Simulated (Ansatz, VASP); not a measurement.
**Si3Mo in VASP and in Ansatz**

```xyz
8
Lattice="4.8120 0.0000 0.0000 0.0000 4.8120 0.0000 0.0000 0.0000 4.8120" Properties=species:S:1:pos:R:3 pbc="T T T"
Si    1.2030    0.0000    2.4060
Si    2.4060    3.6090    0.0000
Si    3.6090    0.0000    2.4060
Si    2.4060    1.2030    0.0000
Si    0.0000    2.4060    3.6090
Si    0.0000    2.4060    1.2030
Mo    0.0000    0.0000    0.0000
Mo    2.4060    2.4060    2.4060
```

Change from the starting cell: species swapped into the Ta3Au type (Pm-3n, No. 223).

Alike in both runs: functional PBE; k mesh 8 × 8 × 8; occupations gaussian, width 0.1 eV; no spin polarisation.

Ansatz relaxed the structure, and its values are those at the end. VASP's run is a single point on that final structure, the one shown.

|  | VASP | Ansatz |
| --- | --- | --- |
| version | VASP 6.6.1 | Ansatz 0.2.0 |
| potentials or method | VASP PAW PBE potentials, release 64 (Si, Mo_sv) | scalar-relativistic, plane waves, PAW |
| plane-wave cutoff (eV) | 520 | 420 |
| valence electrons in the cell | 52 | 52 |

```tsv
	VASP	Ansatz	Ansatz less VASP
gap on the k mesh at the Fermi level (eV)	none	none	-
pressure (GPa)	0.1	0.0	-0.10
```

A gap of «none» marks a metal or a gap that the smearing closes.
